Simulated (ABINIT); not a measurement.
The system is P.

```xyz
2
Lattice="2.4247 0.0000 0.0000 0.0000 2.4385 0.0000 -0.0203 0.0000 4.8524" Properties=species:S:1:pos:R:3 pbc="T T T"
P    -0.0152    0.0000    3.6365
P     2.4196    0.0000    1.2159
```

This isn't the form of P at room conditions, which is orthorhombic.

| Property | Result |
| --- | --- |
| Program | ABINIT 10.8.3 (patched build) |
| Task | single point |
| Functional | PBE |
| Potentials or basis | JTH PAW PBE v2.0 |
| Cutoff | 544 eV |
| k mesh | 11 × 11 × 6 |
| Occupations | fermi-dirac, width 0.05 eV |
| Spin | no spin polarisation |

On this cell: pressure 2.1 GPa; largest force 0.006 eV/Å; band gap on the k mesh none (metal or under the smearing width).

The same run follows on a disturbed copy (atoms moved at random, drawn with an rms of 0.05 Å):

```
P
1.0
     2.42469    0.00000    0.00000
     0.00000    2.43854    0.00000
    -0.02031    0.00000    4.85243
P
2
Direct
  0.00169 0.99232 0.75601
  0.99494 0.99995 0.24382
```

**Question.** What does the disturbed cell give?

**Answer.** The energy (extrapolated to zero smearing) moves by +1.7 meV/atom; pressure 2.3 GPa; largest force 0.116 eV/Å; band gap on the k mesh none (metal or under the smearing width).

Forces on the atoms (eV/Å):
```
P   -0.032  0.034 -0.106
P    0.032 -0.034  0.106
```

Stress tensor (GPa, compression positive):
```
 3.57  0.01  0.30
 0.01  2.40 -0.04
 0.30 -0.04  1.07
```
